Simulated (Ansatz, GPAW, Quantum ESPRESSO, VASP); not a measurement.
## One calculation of Hf, 4 ways

```
CELL_PARAMETERS angstrom
3.19670 0.00000 0.00000
-1.59835 2.76842 0.00000
0.00000 0.00000 5.05780
ATOMIC_POSITIONS crystal
Hf 0.66667 0.33333 0.75000
Hf 0.33333 0.66667 0.25000
```

Alike in all runs: task band structure; functional LDA; k mesh 10 × 10 × 5; occupations fermi-dirac, width 0.05 eV; no spin polarisation; no spin-orbit coupling. LDA stands for any of its common fits. Pressure is positive in compression and, in plane waves, holds the error of the finite cutoff.

| program and potentials | plane-wave cutoff (eV) | notes | pressure (GPa) |
| --- | --- | --- | --- |
| VASP, LDA PAW files Hf_pv, 520 eV | 520 | 10 valence electrons an atom on average | -7.79 |
| Ansatz, all-electron LAPW, scalar-relativistic | - | - | ? |
| Quantum ESPRESSO, PseudoDojo 0.4.1 SR LDA standard | 789 | 12 valence electrons an atom on average | -8.87 |
| GPAW, the program's PAW data sets (release 1.2.1) made for this functional | 600 | 12 valence electrons an atom on average | -7.53 |

Q: Estimate from the other rows what the run with Ansatz, all-electron LAPW, scalar-relativistic gave.

A: Pressure -7.78 GPa. The other rows, which needn't bracket it: pressure -8.87 to -7.53.
